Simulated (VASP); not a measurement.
CdTe, 2 atoms in the cell. The structure is cubic, space group F-43m (No. 216). Conventional cell: a = 6.218 Å, b = 6.218 Å, c = 6.218 Å, α = 90.00°, β = 90.00°, γ = 90.00°. Cd (site symmetry -43m) has 4 Te at 2.69 Å as nearest neighbours. Around Te (site symmetry -43m) lie 4 Cd at 2.69 Å. 

- Program: VASP 6.6.1
- Task: single point
- Functional: PBEsol
- Potentials or basis: VASP PAW PBE potentials, release 64 (Cd, Te)
- Cutoff: 520 eV
- k mesh: 10 × 10 × 10
- Occupations: gaussian, width 0.05 eV
- Spin: no spin polarisation
- Dipole correction: no
- Further INCAR settings: ALGO = Normal; EDIFF = 1e-07; NBANDS = 16

Potentials or basis: VASP PAW PBE potentials, release 64 (Cd, Te).

Launch:

```sh
$ cat potpaw_PBE.64/Cd/POTCAR potpaw_PBE.64/Te/POTCAR > POTCAR
$ mpirun -np 1 vasp_std > vasp.out
```

Hardware: 1 thread of Intel(R) Xeon(R) Platinum 8175M CPU @ 2.50GHz (Skylake/Cascade Lake), with other jobs on the host.

**Question.** Estimate the wall time of this run.

**Answer.** Run time: 82 s on 1 thread of Intel(R) Xeon(R) Platinum 8175M CPU @ 2.50GHz (Skylake/Cascade Lake), on a shared host, peak memory 0.22 GiB. Counts: scf iterations 16, k points 47.
